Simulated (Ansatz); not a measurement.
# Re: response to strain

Aim: deform Re (equal xx and yy strain of +2 %) and compute stress, forces and field gradients with LAPW, PAW and all-electron datasets made for the crystal.

Program: Ansatz 0.2.0. Level of theory: DFT PBE, scalar-relativistic. These are calculated values, not measurements.

### 1 The starting structure

It takes space group P6_3/mmc (No. 194, hexagonal). The conventional cell has a = 2.603 Å, b = 2.603 Å, c = 4.162 Å, α = 90.00°, β = 90.00°, γ = 120.00°. Re (site symmetry -6m2) has 12 Re at 2.57 to 2.60 Å as nearest neighbours.

Structure file:

```cif
data_structure
_symmetry_space_group_name_H-M 'P 1'
_symmetry_Int_Tables_number 1
_cell_length_a 2.6029
_cell_length_b 2.6029
_cell_length_c 4.1620
_cell_angle_alpha 90.000
_cell_angle_beta 90.000
_cell_angle_gamma 120.000
_cell_volume 24.42
loop_
_atom_site_label
_atom_site_type_symbol
_atom_site_fract_x
_atom_site_fract_y
_atom_site_fract_z
_atom_site_occupancy
Re1 Re 0.33333 0.66667 0.25000 1
Re2 Re 0.66667 0.33333 0.75000 1
```

Atoms are numbered in the order of the input: Re1, Re2.

### 2 After the deformation

Space group P6_3/mmc before, P6_3/mmc after.

### 3 LAPW, all electrons

input.yaml

```yaml
crystal:
  lattice:
    - [2.6549590938, 0.0, 0.0]
    - [-1.3274795469, 2.2992620212, 0.0]
    - [0.0, 0.0, 4.162]
  atoms:
    - { symbol: Re, position: [0.3333333333, 0.6666666667, 0.25] }
    - { symbol: Re, position: [0.6666666667, 0.3333333333, 0.75] }
kpoints:
  mp_grid: { grid: [14, 14, 8] }
  band_path:
    path:
      - [0.0, 0.0, 0.0]
      - [0.5, 0.0, 0.0]
      - [0.3333333333, 0.3333333333, 0.0]
      - [0.0, 0.0, 0.0]
      - [0.0, 0.0, 0.5]
      - [0.5, 0.0, 0.5]
      - [0.3333333333, 0.3333333333, 0.5]
      - [0.0, 0.0, 0.5]
      - [0.5, 0.0, 0.5]
    npoints: 5
scf:
  occupations: { method: fermi_dirac, width: 0.05 }
hamiltonian:
  xc: pbe
  pseudopotentials: { kind: all_electron, lapw: { basis_error: 0.00025 } }
output:
  forces: true
  stress: true
  eigenvalues: true
```

Started as:

```console
> ansatz run input.yaml --threads 1 --pin off --max-ram 3072MiB --backend cpu --events-out ev --progress --plain --runs-dir out
```

### 4 PAW with frozen cores

input.yaml

```yaml
crystal:
  lattice:
    - [2.6549590938, 0.0, 0.0]
    - [-1.3274795469, 2.2992620212, 0.0]
    - [0.0, 0.0, 4.162]
  atoms:
    - { symbol: Re, position: [0.3333333333, 0.6666666667, 0.25] }
    - { symbol: Re, position: [0.6666666667, 0.3333333333, 0.75] }
kpoints:
  mp_grid: { grid: [14, 14, 8] }
scf:
  occupations: { method: fermi_dirac, width: 0.05 }
hamiltonian:
  xc: pbe
  pseudopotentials: { kind: paw }
output:
  forces: true
  stress: true
  eigenvalues: true
  efg: { contact_densities: true }
```

### 5 All-electron PAW on datasets made for the crystal

Changes to input.yaml since step 4:

```diff
@@ -14,3 +14,3 @@
   xc: pbe
-  pseudopotentials: { kind: paw }
+  pseudopotentials: { kind: all_electron, datasets: crystal }
 output:
```

(Steps that only read results are left out.)

What does the calculation give? Wanted: pressure; largest shear or deviatoric stress.

The runs gave:

| quantity | value |
| --- | --- |
| pressure | LAPW 84.76, PAW 84.96, crystal datasets 84.76 GPa |
| largest shear or deviatoric stress (LAPW) | 15.15 GPa |

What this shows: The largest part of the stress beyond the pressure is 15.15 GPa in size, in the zz component; the atoms are carried along and not relaxed. No run of the undeformed cell stands beside it, so the pressure holds what the given cell had before the change. PAW: stress within 0.22 GPa of LAPW. Crystal datasets: stress within 0.01 GPa of LAPW. Spin-orbit coupling is left out, though the cell holds Re; in elements this heavy it can shift bands and gaps by tenths of an eV.
